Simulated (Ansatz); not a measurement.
The system is I.

```
I
1.0
     2.53835   -3.70662    0.00000
     2.53835    3.70662    0.00000
    -1.62087    0.00000    2.38110
I
1
Direct
  0.50000 0.50000 0.50000
```

| Item | Value |
| --- | --- |
| Program | Ansatz 0.2.0 |
| Task | single point |
| Functional | PBE |
| Potentials or basis | all-electron LAPW, scalar-relativistic |
| Cutoff | 224 eV (chosen from the basis error) |
| Basis error allowed | 0.001 eV/atom |
| k mesh | 7 × 7 × 11 |
| Occupations | fermi-dirac, width 0.05 eV |
| Spin | no spin polarisation |

On this cell: pressure 1.1 GPa; band gap on the k mesh none (metal or under the smearing width).

The same run follows on a disturbed copy (cell strained at random at fixed volume):

```
I
1.0
     2.44124   -3.64831   -0.01165
     2.63059    3.77797   -0.06487
    -1.65521   -0.05849    2.40583
I
1
Direct
  0.50675 0.49546 0.51572
```

What does the disturbed cell give?

The energy (extrapolated to zero smearing) moves by -0.1 meV/atom; pressure 0.5 GPa; band gap on the k mesh none (metal or under the smearing width).

Stress tensor (GPa, compression positive):
```
 0.41 -0.15  0.07
-0.15  0.81  0.04
 0.07  0.04  0.28
```

Caveats: an odd number of electrons without spin polarisation forces a metal; a magnetic or distorted state may lie lower.
